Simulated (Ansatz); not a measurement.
# W: equation of state, part 2 of 2

How stiff is W, and at what volume does the pressure vanish? The cell is scaled evenly, atoms carried along, and solved with LAPW, PAW and all-electron datasets made for the crystal.

Ansatz 0.2.0; DFT PBE; a database cell (COD). «Crystal datasets» are all-electron PAW datasets made for this crystal. The steps go on from the part before.

## 10. Volume × 1.05, PAW

This is W in the fcc structure; at room conditions it is bcc.

input.yaml reads:

```yaml
crystal:
  lattice:
    - [0.0, 2.0632846043, 2.0632846043]
    - [2.0632846043, 0.0, 2.0632846043]
    - [2.0632846043, 2.0632846043, 0.0]
  atoms:
    - { symbol: W, position: [0.0, 0.0, 0.0] }
kpoints:
  mp_grid: { grid: [14, 14, 14] }
scf:
  occupations: { method: fermi_dirac, width: 0.05 }
hamiltonian:
  xc: pbe
  pseudopotentials: { kind: paw }
output:
  forces: true
  stress: true
  eigenvalues: true
  efg: { contact_densities: true }
```

Run with:

```console
ansatz run input.yaml --threads 1 --pin off --max-ram 3072MiB --backend cpu --events-out ev --progress --plain --runs-dir out
```

Log (excerpt; [...] marks lines left out):

```text
W: output.efg is read without spin–orbit coupling, which moves field gradients at and beside such atoms by some per cent and up to a factor of two; PAW files take it under magnetization.noncollinear and magnetization.spin_orbit
[...]
Pseudopotentials: kind: paw
Pseudopotential: W, paw, valence charge 14, recommended cutoff 420 eV (normal)
Functional definition: PBE
[...]
Crystal: 1 atoms, lattice volume = 17.567 Å³
Basis set: ecut = 420 eV, 331 PW (Γ), exchange–correlation on 40×40×40 points (8 copies of the dense FFT grid, shifted against one another)
Bands: 11, of which v1, the nominal top of the filled ones, is band 7 counted from 1 (6 counted from 0)
Symmetry: 48 space group operations
Space group: Fm-3m (ITA 225), of the structure as read, at distance tolerance 2.6e-5 Å
k-points: 104 of 2744
[...]
SCF converged after 6 iterations
Free energy (F): -10384.284922 eV
[...]
E sigma→0 (E₀):  -10384.279055 eV
Entropy (-TS):   -0.011733 eV (-11.733 meV/atom)
Fermi energy:    19.666765 eV
[...]
--- Forces (eV/Å), atoms counted from 1 ---
  atom   1  W     -0.00000000     0.00000000    -0.00000000
[...]
--- Stress (GPa, compression-positive) ---
      -16.304296       0.000000       0.000000
        0.000000     -16.304296       0.000000
        0.000000      -0.000000     -16.304296
  P = ⅓ Tr σ = -16.3043 GPa (-163.043 kbar)
--- PAW observables at the nuclei: V_zz in 10²¹ V/m², potentials from the cell's mean, atoms counted from 1 ---
  atom   1  W  V_zz =    -0.000000   η = 0.0000   by run symmetry: forbidden
            electrostatic potential = -14818.087173 V   contact ρ = 8822096.144076 e/Å³
--- Band table (eV; the first three rows and the last of 104) ---
  k-point 0: bands = ["-54.0529", "-17.8005", "-17.8005", "-17.8005", "11.0485", "19.1860", "19.1860", "19.1860", "22.0210", "22.0210", "32.3624"]
[...]
```

Wall time 2.1 s (1 thread of Intel Xeon Platinum 8488C (Sapphire Rapids), shared host); peak memory 0.38 GiB.

Read from it: pressure -16.30 GPa; no gap.

## 11. Volume × 1.05, crystal datasets

input.yaml, as its differences from that of step 10:

```diff
@@ -13,3 +13,3 @@
   xc: pbe
-  pseudopotentials: { kind: paw }
+  pseudopotentials: { kind: all_electron, datasets: crystal }
 output:
```

Run with:

```console
ansatz run input.yaml --threads 1 --pin off --max-ram 3072MiB --backend cpu --events-out ev --progress --plain --runs-dir out
```

Log (excerpt; [...] marks lines left out):

```text
[...]
W: output.efg is read without spin–orbit coupling, which moves field gradients at and beside such atoms by some per cent and up to a factor of two; PAW files take it under magnetization.noncollinear and magnetization.spin_orbit
[...]
Pseudopotentials: kind: all_electron
Pseudopotential: W, paw, valence charge 28, recommended cutoff 300 eV (normal), Koelling and Harmon's equation, gaussian nucleus
Functional definition: PBE
[...]
Crystal: 1 atoms, lattice volume = 17.567 Å³
Basis set: ecut = 300 eV, 181 PW (Γ), exchange–correlation on 36×36×36 points (8 copies of the dense FFT grid, shifted against one another)
Bands: 7, of which v1, the nominal top of the filled ones, is band 3 counted from 1 (2 counted from 0)
Symmetry: 48 space group operations
Space group: Fm-3m (ITA 225), of the structure as read, at distance tolerance 2.6e-5 Å
k-points: 104 of 2744
[...]
Fermi energy:    25.563672 eV
[...]
  The terms above E_closure are by the made datasets' own strengths, without shells solved beside the bands.
--- Forces (eV/Å), atoms counted from 1 ---
  atom   1  W      0.00000000     0.00000000     0.00000000
[...]
--- Stress (GPa, compression-positive) ---
      -16.175545      -0.000000       0.000000
        0.000000     -16.175545      -0.000000
        0.000000       0.000000     -16.175545
  P = ⅓ Tr σ = -16.1755 GPa (-161.755 kbar)
  It holds what live shells' own plane waves past their cutoff add
--- PAW observables at the nuclei: V_zz in 10²¹ V/m², potentials from the cell's mean, atoms counted from 1 ---
  atom   1  W  V_zz =    +0.000000   η = 0.0000   by run symmetry: forbidden
            electrostatic potential = -14818.131336 V   contact ρ = 8817759.469711 e/Å³
--- Band table (eV; the first three rows and the last of 104) ---
  k-point 0: bands = ["16.9420", "25.0828", "25.0828", "25.0828", "27.9193"]
[...]
```

It took 4.7 s on 1 thread of Intel Xeon Platinum 8488C (Sapphire Rapids), shared host; peak memory 0.43 GiB.

This run gives: pressure -16.18 GPa; no gap.

## 12. All volumes together

The rows at scale 1 come from earlier runs of the unscaled cell with the same settings.

```
          method  volume (Å³/atom)  F above the lowest (meV/atom)  pressure (GPa)
            LAPW            15.894                           16.7           10.50
            LAPW            16.313                            0.0            2.48
            LAPW            16.731                            2.9           -4.57
            LAPW            17.149                           23.1          -10.76
            LAPW            17.567                           58.4          -16.18
             PAW            15.894                           16.6           10.45
             PAW            16.313                            0.0            2.40
             PAW            16.731                            3.2           -4.67
             PAW            17.149                           23.6          -10.88
             PAW            17.567                           59.3          -16.30
crystal datasets            15.894                              –           10.50
crystal datasets            16.731                              –           -4.57
crystal datasets            17.567                              –          -16.18
```

## 13. Results

What follows sums up all 2 parts.

| quantity | value |
| --- | --- |
| equilibrium volume (LAPW) | 16.454 Å³/atom |
| bulk modulus (LAPW) | 283 GPa |
| its pressure derivative (LAPW) | 4.1 |
| equilibrium volume (PAW) | 16.448 Å³/atom |
| bulk modulus (PAW) | 284 GPa |
| its pressure derivative (PAW) | 4.2 |

What this shows: By LAPW, the pressure vanishes at 16.45 Å³/atom (-1.7 % from the starting cell) and the bulk modulus there is 283 GPa (Birch-Murnaghan, third order). PAW's volume lies -0.03 % and its modulus +0.4 % from LAPW's. No thermal or zero-point expansion is included. Spin-orbit coupling is left out, though the cell holds W; in elements this heavy it can shift bands and gaps by tenths of an eV.
